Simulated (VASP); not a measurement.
# Cu2O: band structure with HSE06

**What was measured.**

From “Importance of surface oxygen vacancies for ultrafast hot carrier relaxation and transport in Cu2O”, 2021, arxiv:2103.03167, for a bulk crystal of Cu2O: band gap 2.17 eV (direct).

Crystal: Cu2O.

```
Cu O
1.0
     4.23113    0.00000    0.00000
     0.00000    4.23113    0.00000
     0.00000    0.00000    4.23113
Cu O
4 2
Direct
  0.25000 0.25000 0.25000
  0.25000 0.75000 0.75000
  0.75000 0.75000 0.25000
  0.75000 0.25000 0.75000
  0.00000 0.00000 0.00000
  0.50000 0.50000 0.50000
```

```yaml
Program: VASP 6.6.1
Task: band structure
Functional: HSE06
Potentials_or_basis: VASP PAW PBE potentials, release 64 (Cu, O)
Cutoff: 520 eV
k_mesh: 4 × 4 × 4
Occupations: gaussian, width 0.03 eV
Spin: no spin polarisation
Grid_for_exact_exchange_PRECFOCK: Fast
Screening_parameter: 0.2 1/A
Further_INCAR_settings: ALGO = Normal; EDIFF = 1e-06; NBANDS = 37
```

* Pressure: 5.3 GPa
* Band gap on the k mesh: 2.10 eV, direct
* Band gap along the path: 2.10 eV, direct

Levels at points of the mesh, in eV from the valence-band top:
```tsv
k point	band 25	band 26	band 27	band 28	band 29	band 30	band 31	band 32
(0.00, 0.00, 0.00)	-2.33	0.00	0.00	0.00	2.10	2.44	2.44	10.24
(0.50, 0.00, 0.00)	-1.78	-1.78	-0.33	-0.33	3.90	3.90	5.65	5.65
(0.50, 0.50, 0.00)	-1.80	-1.80	-0.72	-0.72	3.40	3.40	5.57	5.57
(0.50, 0.50, 0.50)	-0.93	-0.79	-0.79	-0.79	3.82	3.82	3.82	6.90
```

It took 24 min on 2 MPI ranks on AMD EPYC 9R45 96-Core Processor (Zen 5), on a shared host, peak memory 0.32 GiB a rank.

Measured gap of Cu2O: 2.17 eV (direct; quoted in “Importance of surface oxygen vacancies for ultrafast hot carrier relaxation and transport in Cu2O”, 2021, arxiv:2103.03167). This calculation gives 2.10 eV (-0.07 eV). The value is that of HSE06, without temperature or zero-point motion.

Caveat: the PAW data sets were made with another functional, which shifts forces and pressure a little.
